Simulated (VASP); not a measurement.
A run of VASP 6.6.1:

File POSCAR:

```
GaCuSe2
1.0
    3.7295628207      0.0000000000      0.0000000000
    0.0000000000      3.7295628207      0.0000000000
    0.0000000000      0.0000000000      5.2545477339
Cu Se Ga
1 2 1
Direct
    0.0000000000      0.0000000000      0.0000000000
    0.0000000000      0.0000000000      0.5000000000
    0.5000000000      0.5000000000      0.0000000000
    0.5000000000      0.5000000000      0.5000000000
```

File INCAR.step1:

```
SYSTEM = GaCuSe2
ALGO = Normal
EDIFF = 1E-4
ENCUT = 520
GGA = PE
ISMEAR = -1
LASPH = .TRUE.
LCHARG = .FALSE.
LREAL = .FALSE.
LWAVE = .TRUE.
NBANDS = 26
NELM = 100
PREC = Accurate
SIGMA = 0.02
```

Contents of INCAR.step2:

```
SYSTEM = GaCuSe2
ALGO = Normal
EDIFF = 1E-7
ENCUT = 520
ISIF = 2
ISMEAR = -1
ISTART = 1
LASPH = .TRUE.
LCHARG = .FALSE.
LMIXTAU = .TRUE.
LREAL = .FALSE.
LWAVE = .FALSE.
METAGGA = R2SCAN
NBANDS = 26
NELM = 100
PREC = Accurate
SIGMA = 0.02
```

File KPOINTS:

```
k-points
0
G
  8 8 6
  0 0 0
```

Potentials or basis: VASP PAW PBE potentials, release 64 (Cu, Se, Ga_d).

Command:

```bash
$ cat potpaw_PBE.64/Cu/POTCAR potpaw_PBE.64/Se/POTCAR potpaw_PBE.64/Ga_d/POTCAR > POTCAR
$ cp INCAR.step1 INCAR
$ mpirun -np 1 vasp_std > vasp.out
$ cp INCAR.step2 INCAR
$ mpirun -np 1 vasp_std > vasp.out
```

Hardware: 1 thread of AMD EPYC 9R45 (Zen 5), with other jobs on the host.

Problem. How long does it take, and how much memory?

Solution. Wall time 3.9 min on 1 thread of AMD EPYC 9R45 (Zen 5), on a shared host, peak memory 0.23 GiB. Counts: scf iterations 11, k points 60.
